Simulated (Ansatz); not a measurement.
Write the native input for Ansatz 0.2.0 that does the following.

* Task: relaxation of cell and atoms
* Functional: BLYP
* Potentials or basis: Ansatz PAW
* Cutoff: 420 eV (not typed: the program's choice for these potentials)
* k mesh: 8 × 8 × 3
* Occupations: fermi-dirac, width 0.05 eV
* Spin: no spin polarisation

Re:

```
Re
1.0
     2.76639    0.00000    0.00000
    -1.38319    2.39576    0.00000
     0.00000    0.00000    8.93885
Re
4
Direct
  0.66667 0.33333 0.75000
  0.00000 0.00000 0.50000
  0.33333 0.66667 0.25000
  0.00000 0.00000 0.00000
```

These files were run (other wordings do the same):

input.yaml

```yaml
crystal:
  lattice:
    - [2.7663873939, 0.0, 0.0]
    - [-1.3831936969, 2.3957617598, 0.0]
    - [0.0, 0.0, 8.93884516]
  atoms:
    - { symbol: Re, position: [0.6666666667, 0.3333333333, 0.75] }
    - { symbol: Re, position: [0.0, 0.0, 0.5] }
    - { symbol: Re, position: [0.3333333333, 0.6666666667, 0.25] }
    - { symbol: Re, position: [0.0, 0.0, 0.0] }
hamiltonian:
  xc: blyp
  pseudopotentials: { kind: paw }
kpoints:
  mp_grid: { grid: [8, 8, 3] }
scf:
  occupations: { method: fermi_dirac, width: 0.05 }
output:
  forces: true
  stress: true
  eigenvalues: true
relax:
  f_tol: 0.01
  max_steps: 40
  cell: { stress_tol: 0.05 }
```

Potentials or basis: Ansatz PAW.

Launch:

```bash
$ ansatz run input.yaml --threads 2 --pin off --max-ram 5632MiB --backend cpu --events-out ev --progress --plain --runs-dir out
```

Results of the run:

```json
{
 "Relaxed volume": "15.53 Å³/atom",
 "Relaxed cell": "a = 2.815 Å, b = 2.815 Å, c = 9.056 Å, α = 90.00°, β = 90.00°, γ = 120.00°",
 "Space group after relaxing (to 0.05 Å)": "P6_3/mmc (No. 194)",
 "Energy gained by relaxing": "37.3 meV/atom",
 "Ionic steps": "5",
 "Pressure after relaxing": "0.0 GPa",
 "Band gap on the k mesh": "none (metal or under the smearing width)"
}
```

Caveat: the plane-wave basis is chosen anew once the cell has moved, so the energies of steps on either side of that aren't comparable; the PAW data sets come from PBE, with cores solved anew for the run's functional, which leaves a small shift of forces and pressure.

Wall time 10 s on 2 threads of Intel(R) Xeon(R) Processor @ 2.70GHz, with other jobs on the host, peak memory 0.39 GiB.
